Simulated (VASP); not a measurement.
# A VASP 6.6.1 single-point calculation on PbS

INCAR

```
ENCUT = 520
LREAL = .FALSE.
NBANDS = 17
SIGMA = 0.02
GGA = PE
NSW = 0
LCHARG = .FALSE.
LASPH = .TRUE.
ISMEAR = -1
LWAVE = .FALSE.
EDIFF = 1E-7
NELM = 51
ISIF = 2
IBRION = -1
PREC = Accurate
```

KPOINTS

```
KPOINTS created by Atomic Simulation Environment
0
Gamma
1 1 1
0 0 0
```

POSCAR

```
Pb S
 1.0000000000000000
     0.0000000000000000    2.8677433691999998    3.0178762948000002
     2.8677433691999998    0.0000000000000000    3.0178762948000002
     2.8677433691999998    2.8677433691999998    0.0000000000000000
 Pb  S
   1   1
Cartesian
  0.0000000000000000  0.0000000000000000  0.0000000000000000
  2.8677433691999994  2.8677433691999994  3.0178762948000002
```

The recommended PBE PAW datasets give the neutral cell 20 valence electrons.

Command

```
mpirun -np 1 vasp_std
```

OSZICAR

```
N       E                     dE             d eps       ncg     rms          rms(c)
DAV:   1     0.171397321909E+03    0.17140E+03   -0.97684E+03    34   0.120E+03
DAV:   2     0.541205273101E+01   -0.16599E+03   -0.15812E+03    35   0.308E+02
DAV:   3    -0.601098949028E+01   -0.11423E+02   -0.11321E+02    34   0.843E+01
DAV:   4    -0.633254243507E+01   -0.32155E+00   -0.32113E+00    52   0.165E+01
DAV:   5    -0.634038333038E+01   -0.78409E-02   -0.78398E-02    36   0.241E+00    0.138E+01
DAV:   6    -0.397858596853E+01    0.23618E+01   -0.62091E+00    43   0.143E+01    0.779E+00
DAV:   7    -0.395618589648E+01    0.22400E-01   -0.13612E+00    36   0.447E+00    0.274E+00
DAV:   8    -0.399857806890E+01   -0.42392E-01   -0.18737E-01    44   0.334E+00    0.112E+00
DAV:   9    -0.400851925824E+01   -0.99412E-02   -0.89019E-02    34   0.147E+00    0.746E-01
DAV:  10    -0.400815020217E+01    0.36906E-03   -0.38062E-03    36   0.340E-01    0.584E-01
DAV:  11    -0.400778700691E+01    0.36320E-03   -0.17428E-03    44   0.165E-01    0.287E-01
DAV:  12    -0.400784150710E+01   -0.54500E-04   -0.66302E-04    36   0.120E-01    0.668E-02
DAV:  13    -0.400785661124E+01   -0.15104E-04   -0.67176E-05    44   0.451E-02    0.427E-02
DAV:  14    -0.400785780466E+01   -0.11934E-05   -0.31185E-06    52   0.103E-02    0.471E-02
DAV:  15    -0.400785798274E+01   -0.17808E-06   -0.30352E-06    44   0.158E-02    0.383E-02
DAV:  16    -0.400785739454E+01    0.58820E-06   -0.19181E-05    44   0.277E-02    0.277E-02
DAV:  17    -0.400785741743E+01   -0.22892E-07   -0.99840E-07    36   0.651E-03
   1 F= -.40078574E+01 E0= -.40078574E+01  d E =-.256400E-10
```

It converged. Results: gap between bands v and c on the k mesh 5.48 eV; least direct gap on the k mesh 5.48 eV; pressure 28.5 GPa. Band v is the last that the valence electrons fill when counted band by band, and c is the next.

Why shouldn't this run be trusted?

One k point for a small cell. On sound settings PBE gives a gap of 0.09 eV on its mesh and a pressure of 6.0 GPa for the intended cell. This run's energy (σ→0) differs from it by 2323 meV an atom.
